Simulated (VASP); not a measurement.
Co:

```
CELL_PARAMETERS angstrom
0.00000 1.75666 1.75666
1.75666 0.00000 1.75666
1.75666 1.75666 0.00000
ATOMIC_POSITIONS crystal
Co 0.00000 0.00000 0.00000
```

This isn't the form of Co at room conditions, which is hcp.

* Program: VASP 6.6.1
* Task: single point
* Functional: PBE
* Potentials or basis: VASP PAW PBE potentials, release 64 (Co)
* Cutoff: 520 eV
* k mesh: 13 × 13 × 13
* Occupations: fermi-dirac, width 0.05 eV
* Spin: collinear spin, ferromagnetic start
* Starting moments: [2.0] μB

On this cell: pressure 0.4 GPa; net moment 1.63 μB per cell; site moments Co +1.65 μB; band gap on the k mesh none (metal or under the smearing width).

The same run follows on a disturbed copy (cell strained at random at fixed volume):

```
CELL_PARAMETERS angstrom
0.00328 1.75657 1.80393
1.76704 0.03018 1.77704
1.76833 1.73097 0.02888
ATOMIC_POSITIONS crystal
Co 0.98808 0.01716 0.99671
```

Q: What does the disturbed cell give?

A: The energy (extrapolated to zero smearing) moves by +7.2 meV/atom; pressure 0.6 GPa; net moment 1.63 μB per cell; site moments Co +1.65 μB; band gap on the k mesh none (metal or under the smearing width).

Stress tensor (GPa, compression positive):
```
-0.15 -0.40 -0.16
-0.40  2.82 -4.92
-0.16 -4.92 -0.77
```
